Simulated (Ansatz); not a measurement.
MgSe:

```
Se Mg
1.0
     0.00000    2.72550    2.72550
     2.72550    0.00000    2.72550
     2.72550    2.72550    0.00000
Se Mg
1 1
Direct
  0.50000 0.50000 0.50000
  0.00000 0.00000 0.00000
```

Base run:

```yaml
Program: Ansatz 0.2.0
Functional: LDA
Potentials_or_basis: Ansatz PAW
Cutoff: "420 eV (not typed: the program's choice for these potentials)"
k_mesh: 6 × 6 × 6
Occupations: fermi-dirac, width 0.05 eV
Spin: spin-orbit coupling, no magnetisation
```

Its results: band gap on the k mesh 1.52 eV, indirect (least direct gap 2.23 eV); pressure -2.1 GPa.

Q: The run is repeated on the same cell with these changes: functional from LDA to PBEsol. What comes out?

A: Band gap on the k mesh 1.63 eV, indirect (least direct gap 2.36 eV); pressure 0.0 GPa.

PBEsol binds less tightly than LDA, so the same cell stands under more pressure.

Caveats: the PAW data sets come from PBE, with cores solved anew for the run's functional, which leaves a small shift of forces and pressure.
